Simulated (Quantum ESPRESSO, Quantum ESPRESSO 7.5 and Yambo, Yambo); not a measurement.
**BN (Qingsongite): G0W0 on several meshes in Yambo**

Wanted: mesh dependence and cost of G0W0 for BN (Qingsongite).

Calculated with Quantum ESPRESSO 7.5 and Yambo 5.3.0; PBE and many-body steps on it, plane waves.

### Step 1. The structure

Symmetry: F-43m, No. 216, cubic system. The conventional cell has a = 3.615 Å, b = 3.615 Å, c = 3.615 Å, α = 90.00°, β = 90.00°, γ = 90.00°. B has 4 N at 1.57 Å nearest. N has 4 B at 1.57 Å nearest. Farther neighbours and most contacts between anions are not listed.

The cell and positions come from the Crystallography Open Database and are kept as given unless a step says otherwise.

### Step 2. Empty states on the mesh, 8×8×8 mesh, 79 bands

This step: Quantum ESPRESSO 7.5; DFT, PBE, plane waves, norm-conserving pseudopotentials.

The sums over transitions need many empty states on a uniform mesh; this step solves for them.

pw.in

```
&control
  calculation = 'nscf'
  prefix = 'x'
  outdir = 'o'
  pseudo_dir = 'pseudo'
/
&system
  ibrav = 0
  nat = 2
  ntyp = 2
  ecutwfc = 72.0
  nbnd = 79
  force_symmorphic = .true.
/
&electrons
  conv_thr = 1e-9
  electron_maxstep = 80
  diago_full_acc = .true.
  diago_thr_init = 5e-6
/
ATOMIC_SPECIES
  B 10.81 B.upf
  N 14.007 N.upf
CELL_PARAMETERS angstrom
  -0.0000000000 1.8075000000 1.8075000000
  1.8075000000 0.0000000000 1.8075000000
  1.8075000000 1.8075000000 -0.0000000000
ATOMIC_POSITIONS crystal
  B 0.0000000000 0.0000000000 0.0000000000
  N 0.2500000000 0.2500000000 0.2500000000
K_POINTS automatic
  8 8 8 0 0 0
```

On the command line:

```bash
$ OMP_NUM_THREADS=1 mpirun -n 4 pw.x -nk 4 -in pw.in > pw.out
```

The log of the run:

```text
Program PWSCF v.7.5 starts

     This program is part of the open-source Quantum ESPRESSO suite
     for quantum simulation of materials; please cite
         "P. Giannozzi et al., J. Phys.:Condens. Matter 21 395502 (2009);
         "P. Giannozzi et al., J. Phys.:Condens. Matter 29 465901 (2017);
         "P. Giannozzi et al., J. Chem. Phys. 152 154105 (2020);
     in publications or presentations arising from this work. More details at

     Atomic positions and unit cell read from directory:
     o/x.save/

     Message from routine setup:
[...]
149.7216 149.7216 151.8788 151.8788 158.3925 164.2551 164.2551 164.8873
   167.0923 172.3756 172.3756 181.6263 183.3153 183.3153 189.5091 189.5091
   190.5634 191.9266 192.5663 192.5663 195.0415 195.0415 199.2534

          k = 0.2652 0.2652-0.2652 (   820 PWs)   bands (ev):

     [... further k-points ...]

     highest occupied, lowest unoccupied level (ev):    11.1555   15.6904

     XML data file, pseudopotentials, collected wavefunctions

=------------------------------------------------------------------------------=
   JOB DONE.
=------------------------------------------------------------------------------=
```

Elapsed: 4.5 s, on 4 MPI ranks of Arm Neoverse V1, shared host; peak memory 0.19 GiB; 18 s of CPU time.

Numbers from this step:

| Quantity | Value |
| --- | --- |
| gap | 4.535 eV |
| k of the valence top | 0, 0, 0 |
| k of the conduction bottom | 0, -0.5, -0.5 |
| least direct gap | 8.878 eV |
| k points computed | 29 |
| lowest point of the top converged band, above the valence top | 178.2516 eV |

On this mesh the gap is 4.535 eV.

The density comes from a self-consistent run that is not shown.

### Step 3. Conversion and set-up

This step: Yambo 5.3.0; conversion and set-up on PBE, plane waves, norm-conserving pseudopotentials.

The states are converted to the many-body program's format and the q mesh is built.

On the command line:

```bash
$ (cd o/x.save; p2y > p2y.log; mv SAVE ../..); yambo > setup.log
```

The log of the run:

```text
 Yambo, version 5.3.0

 [02] CORE Variables Setup
 =========================

  [02.01] Unit cells
  ==================

  Cell kind             :  FCC
  Atoms in the cell     :  B  N
  number of B  atoms    :  1
  number of N  atoms    :  1

  List of atomic masses
  Mass of B     :  10.81000
  Mass of N     :  14.00700

  List of atomic coordinates    : [cc]
  B1       :  0.000000  0.000000  0.000000  order 1
  N1       :  1.707840  1.707840  1.707840  order 2

  Alat factors          :  3.415680  3.415680  3.415680 [a.u.]
  Direct lattice volume :  79.70059 [a.u.]
[...]
Q [ 1]         [rlu]:  0.000000  0.000000  0.000000
 Q [ 2]         [rlu]: -0.19961E-16 -0.19961E-16  0.12500
 Q [ 3]         [rlu]:  0.53430E-17  0.53430E-17  0.25000
[...]
Q [ 8]         [rlu]: -0.22413E-16  0.12500      0.37500
 Q [ 9]         [rlu]: -0.67428E-16  0.12500      0.50000
 Q [10]         [rlu]:  0.44825E-16  0.12500     -0.37500
     [... 17 further rows ...]
 Q [28]         [rlu]:  0.125000 -0.500000 -0.375000
 Q [29]         [rlu]:  0.250000 -0.500000 -0.250000

  [03.01] X indexes
  =================

   [03.01.01] Sigma indexes
   ========================

 [06] Game Over & Game summary
```

It took 2 s on 1 MPI rank; peak memory 0.23 GiB.

### Step 4. 8×8×8

G0W0 replaces the xc potential by the self-energy, built once from these orbitals. Only a window of levels is corrected, while the sums run over the empty bands that the input names.

This step: G0W0 on PBE, plane waves, norm-conserving pseudopotentials.

gw2.in

```
HF_and_locXC
gw0
dyson
ppa
em1d
rim_cut
RandQpts= 1000000
RandGvec= 1 RL
EXXRLvcs= 72 Ry
VXCRLvcs= 288 Ry
Chimod= "HARTREE"
% BndsRnXp
 1 | 34 |
%
NGsBlkXp= 10.5 Ry
% LongDrXp
 1 | 1 | 1 |
%
% GbndRnge
 1 | 34 |
%
DysSolver= "n"
ExtendOut
PPAPntXp= 27.21138 eV
% QPkrange
 1 | 1 | 3 | 6 |
 21 | 21 | 3 | 6 |
%
```

On the command line:

```bash
$ OMP_NUM_THREADS=1 mpirun -n 4 yambo -F gw2.in -J gw2 -C gw2 > gw2.log
```

The log of the run:

```text
 Yambo, version 5.3.0

 [02] CORE Variables Setup
 =========================

  [... cell, symmetries and grids as in the set-up ...]

  [02.05] Energies & Occupations
  ==============================

  [X] === General ===
  [X] Electronic Temperature                        :  0.000000  0.000000 [eV K]
  [X] Bosonic    Temperature                        :  0.000000  0.000000 [eV K]
  [X] Finite Temperature mode                       : no
  [X] El. density                                   :  0.67737E+24 [cm-3]
  [X] Fermi Level                                   :  11.15554 [eV]

  [X] === Gaps and Widths ===
  [X] Conduction Band Min                           :  4.534823 [eV]
  [X] Valence Band Max                              :  0.000000 [eV]
  [X] Filled Bands                                  :   4
  [X] Empty Bands                                   :    5   79
  [X] Direct Gap                                    :  8.878135 [eV]
  [X] Direct Gap localized at k                     :  1
  [X] Indirect Gap                                  :  4.534823 [eV]
  [X] Indirect Gap between kpts                     :   1  21
  [X] Last valence band width                       :  6.499738 [eV]
  [X] 1st conduction band width                     :  6.083197 [eV]

 [03] Transferred momenta grid and indexing
 ==========================================

 IBZ Q-points                                      :  29
 BZ  Q-points                                      :   512

 K/Q-points units:
 rlu = crystal or reduced units; cc = cartesian coordinates; iku = interal k-units

 Q [ 1]         [rlu]:  0.000000  0.000000  0.000000
 Q [ 2]         [rlu]: -0.19961E-16 -0.19961E-16  0.12500
 Q [ 3]         [rlu]:  0.53430E-17  0.53430E-17  0.25000
 Q [ 4]         [rlu]: -0.70741E-17 -0.70741E-17  0.37500
 Q [ 5]         [rlu]: -0.10686E-16 -0.10686E-16 -0.50000
 Q [ 6]         [rlu]: -0.13995E-17  0.12500      0.12500
 Q [ 7]         [rlu]: -0.48728E-17  0.12500      0.25000
 Q [ 8]         [rlu]: -0.22413E-16  0.12500      0.37500
 Q [ 9]         [rlu]: -0.67428E-16  0.12500      0.50000
 Q [10]         [rlu]:  0.44825E-16  0.12500     -0.37500
     [... 17 further rows ...]
 Q [28]         [rlu]:  0.125000 -0.500000 -0.375000
 Q [29]         [rlu]:  0.250000 -0.500000 -0.250000

 [04] Coloumb potential Random Integration (RIM)
 ===============================================

  [04.01] RIM initialization
  ==========================

  * Diagonal components only detected *

  8 x (sBL volume)        :  0.048629 [a.u.]
  sBZ random points       :  1000000
  Points outside the sBZ  :   7987327
  RL volume               :  3.112276 [a.u.]
  Integrated volume       :  3.117214 [a.u.]

  [04.02] RIM integrals
  =====================

  Gamma point sphere radius             :  0.066209 [a.u.]
  Points outside the sphere             :   799513
  [Int_sBZ(q=0) 1/q^2]*(Vol_sBZ)^(-1/3) =:  7.764325
                                 should be <:  7.795600

  Summary of Coulomb integrals for non-metallic bands |Q|[au] RIM/Bare

  Q [1] 0.100000E-4 0.995988 * Q [2] 0.199133 1.066654
  Q [6] 0.229939 1.065697 * Q [12] 0.325183 1.027401
  Q [7] 0.381311 1.020783 * Q [3] 0.398266 1.018268
  Q [13] 0.459878 1.014976 * Q [11] 0.501141 1.012108
  Q [22] 0.514159 1.011863 * Q [8] 0.563233 1.010068
  Q [14] 0.597399 1.009284 * Q [4] 0.597399 1.009027
[...]
Q [27] 0.829057 1.005405 * Q [24] 0.860353 1.005108
  Q [26] 0.883098 1.005043 * Q [21] 0.919756 1.004671
  Q [28] 0.948063 1.004468 * Q [20] 0.975549 1.004343
  Q [29] 1.028319 1.004012

 [WARNING] [Xp] User bands 1-34 break level degeneracy

 [05] Dipoles
 ============

  [05.01] Setup: observables and procedures
  =========================================

 [06] Dynamic Dielectric Matrix (PPA)
 ====================================

 [WR./gw2//ndb.pp]---------------------------------------------------------------
  Brillouin Zone Q/K grids (IBZ/BZ)                :    29   512    29   512
  RL vectors                                       :  1211 [WF]
  Coulomb cutoff potential                         : none
  Electronic Temperature                           :  0.000000 [K]
  Bosonic    Temperature                           :  0.000000 [K]
  PPA    diel. fun.  energies                      : Perdew, Burke & Ernzerhof(X)+Perdew, Burke & Ernzerhof(C)
  wavefunctions                                    : Perdew, Burke & Ernzerhof(X)+Perdew, Burke & Ernzerhof(C)
  Global Gauge                                     : length
  X matrix size                                    :   59
  X band range                                     :    1   34
  X e/h energy range                               : -1.000000 -1.000000 [eV]
  X Time ordering                                  : R
  X Hxc Kernel                                     : HARTREE
  X Drude frequency                                :  0.000000  0.000000
  X poles                                          :  100.0000 [o/o]
  RL vectors in the sum                            :  1211
  [r,Vnl] included                                 : yes
  Field direction                                  :  0.577350E-5  0.577350E-5  0.577350E-5
  BZ energy Double Grid                            : no
  BZ energy DbGd points                            : 0
  BZ Q point size factor                           : -1.000000
  X Optical Averaged directions                    : none

 [07] Local Exchange-Correlation + Non-Local Fock
 ================================================

 [VXC] Plane waves :   6615
 [EXS] Plane waves :   893

 QP @ state[ 1 ] K range:  1  1
 QP @ state[ 1 ] b range:   3   6
 QP @ state[ 2 ] K range:  21  21
 QP @ state[ 2 ] b range:   3   6

 [xc] Functional : Perdew, Burke & Ernzerhof(X)+Perdew, Burke & Ernzerhof(C)
 [xc] LIBXC used to calculate xc functional
  PP Number of Atomic Species                      :  2
  NLCC RL compoments                               :   6615
  PP Number of Atomic Species                      :  2
  NLCC RL compoments                               :   6615

 [xc] E_xc :  -3.728796 [Ha]
      E_xc :  -7.457591 [Ry]

  Local XC kind (lXC) : Perdew, Burke & Ernzerhof(X)+Perdew, Burke & Ernzerhof(C)
  Non-Local XC kind (nlXC) : Hartree-Fock

  Corrections @ K [1] :  [eV]
 <3|nlXC|3> = -22.01824 -0.98243E-17 <3|lXC|3> = -18.51949 -0.75527E-15
 <4|nlXC|4> = -22.01825  0.13320E-16 <4|lXC|4> = -18.51949  0.94408E-16
 <5|nlXC|5> = -7.186728 -0.45786E-17 <5|lXC|5> = -13.77826  0.94408E-16
 <6|nlXC|6> = -7.186783  0.73712E-18 <6|lXC|6> = -13.77826 -0.18882E-15

  Corrections @ K [21] :  [eV]
 <3|nlXC|3> = -21.61563  0.15629E-16 <3|lXC|3> = -16.49614 -0.94408E-16
 <4|nlXC|4> = -21.61563  0.69161E-17 <4|lXC|4> = -16.49614 -0.18882E-15
 <5|nlXC|5> = -7.432430  0.25398E-17 <5|lXC|5> = -12.56992  0.13313E-15
 <6|nlXC|6> = -6.805022  0.99242E-18 <6|lXC|6> = -12.69598 -0.94408E-16

 [08] Dyson equation: Newton solver
 ==================================

  [08.01] G0W0 (W PPA)
  ====================

  [  GW  ] Bands range     :    1   34
  [GW/PPA] G damping       :  0.100000 [eV]

  QP @ state[ 1 ] K range:  1  1
  QP @ state[ 1 ] b range:   3   6
  QP @ state[ 2 ] K range:  21  21
  QP @ state[ 2 ] b range:   3   6

   Sc/G bands                                       :    1   34
   Sc/G damping                                     :  0.100000 ev
   Sc bands terminator                              : no
   Sx RL components                                 :   893

   QP @ state[ 1 ] K range                          :  1  1
   QP @ state[ 1 ] b range                          :   3   6
   QP @ state[ 2 ] K range                          :  21  21
   QP @ state[ 2 ] b range                          :   3   6
   GF energies kind                                 : Perdew, Burke & Ernzerhof(X)+Perdew, Burke & Ernzerhof(C)
   GF WF`s kind                                     : Perdew, Burke & Ernzerhof(X)+Perdew, Burke & Ernzerhof(C)
   Xs energies kind                                 : Perdew, Burke & Ernzerhof(X)+Perdew, Burke & Ernzerhof(C)
   Xs WF`s kind                                     : Perdew, Burke & Ernzerhof(X)+Perdew, Burke & Ernzerhof(C)

 [11] Game Over & Game summary
```

Wall time 29 s (4 MPI ranks); peak memory 1.2 GiB; 1.8 min of CPU time.

Numbers from this step:

```yaml
g0w0_gap_on_the_points_computed: 5.889 eV
starting_gap_on_the_mesh: 4.535 eV
k_of_the_valence_top: 0, 0, 0
k_of_the_conduction_bottom: 0, -0.5, -0.5
least_direct_g0w0_gap_on_the_computed_points: 10.86 eV
z_at_the_valence_top: 0.8297
z_at_the_conduction_bottom: 0.8551
```

The gap on the mesh goes from 4.53 eV to 5.89 eV, a correction of +1.35 eV.

### Step 5. Empty states on the mesh, 6×6×6 mesh, 34 bands

This step: Quantum ESPRESSO 7.5; DFT, PBE, plane waves, norm-conserving pseudopotentials.

pw.in: that of step 2 with these lines changed.

```diff
@@ -11,3 +11,3 @@
   ecutwfc = 72.0
-  nbnd = 79
+  nbnd = 34
   force_symmorphic = .true.
@@ -31,2 +31,2 @@
 K_POINTS automatic
-  8 8 8 0 0 0
+  6 6 6 0 0 0
```

On the command line:

```bash
$ OMP_NUM_THREADS=1 mpirun -n 4 pw.x -nk 4 -in pw.in > pw.out
```

The log of the run:

```text
[banner, memory and clock lines left out]
Program PWSCF v.7.5 starts

     Atomic positions and unit cell read from directory:
     o/x.save/

     Message from routine setup:
     using ibrav=0 with symmetry is DISCOURAGED, use correct ibrav instead

     G-vector sticks info

     bravais-lattice index     =            0
     lattice parameter (alat)  =       4.8305  a.u.
     unit-cell volume          =      79.7006 (a.u.)^3
     number of atoms/cell      =            2
     number of atomic types    =            2
     number of electrons       =         8.00
[...]
110.2349 115.3063

          k = 0.1179 0.1179-0.1179 (   830 PWs)   bands (ev):

[...]
107.6468 107.6468

          k = 0.2357 0.2357-0.2357 (   823 PWs)   bands (ev):

[...]
56.3434  61.3732  69.0690  69.0690  75.6887  79.8184  79.8184  86.0645
    86.0645  88.0369  89.0254  89.1132  89.1132  92.4284  97.6589  99.9909
    99.9909 102.6041

          k =-0.3536-0.3536 0.3536 (   832 PWs)   bands (ev):

     [... further k-points ...]

     highest occupied, lowest unoccupied level (ev):    11.1555   15.6904

     XML data file, pseudopotentials, collected wavefunctions
```

It took 1.5 s on 4 MPI ranks; peak memory 0.05 GiB; 5.6 s of CPU time.

This step gave:

| Quantity | Value |
| --- | --- |
| gap | 4.535 eV |
| k of the valence top | 0, 0, 0 |
| k of the conduction bottom | 0, -0.5, -0.5 |
| least direct gap | 8.878 eV |
| k points computed | 16 |
| lowest point of the top converged band, above the valence top | 88.6808 eV |

On this mesh the gap is 4.535 eV.

### Step 6. Conversion and set-up

This step: Yambo 5.3.0; conversion and set-up on PBE, plane waves, norm-conserving pseudopotentials.

On the command line:

```bash
$ (cd o/x.save; p2y > p2y.log; mv SAVE ../..); yambo > setup.log
```

The log of the run:

```text
 Yambo, version 5.3.0

 [02] CORE Variables Setup
 =========================

  [02.01] Unit cells
  ==================

  Cell kind             :  FCC
  Atoms in the cell     :  B  N
  number of B  atoms    :  1
  number of N  atoms    :  1

  List of atomic masses
  Mass of B     :  10.81000
  Mass of N     :  14.00700

  List of atomic coordinates    : [cc]
  B1       :  0.000000  0.000000  0.000000  order 1
  N1       :  1.707840  1.707840  1.707840  order 2

  Alat factors          :  3.415680  3.415680  3.415680 [a.u.]
  Direct lattice volume :  79.70059 [a.u.]
[...]
Q [ 1]         [rlu]:  0.000000  0.000000  0.000000
 Q [ 2]         [rlu]:  0.14683E-18  0.14683E-18  0.16667
 Q [ 3]         [rlu]: -0.21279E-17 -0.21279E-17  0.33333
[...]
Q [ 8]         [rlu]:  0.44825E-16  0.16667     -0.33333
 Q [ 9]         [rlu]:  0.21279E-17  0.16667     -0.16667
 Q [10]         [rlu]: -0.33909E-16  0.33333      0.33333
     [... 4 further rows ...]
 Q [15]         [rlu]:  0.166667  0.333333 -0.333333
 Q [16]         [rlu]:  0.166667 -0.500000 -0.333333

  [03.01] X indexes
  =================

   [03.01.01] Sigma indexes
   ========================

 [06] Game Over & Game summary
```

It took 1.9 s on 1 MPI rank; peak memory 0.23 GiB.

[end of part 1 of 2]

[Paths, hosts, dates, memory and timing lines, banners, echoed tables and standing remarks are left out of the program output.]

[Logs are printed without paths, hosts, clocks, repeated set-up lines and the standing remarks that a program may print on its own settings, such as how far it seeks lower states.]

[Runs of the session that timed out or met a known fault of the program may be left out.]

[Hosts, paths, dates, database ids (printed as entryN), source tags and the programs' standing remarks are cut or masked in the printed files.]
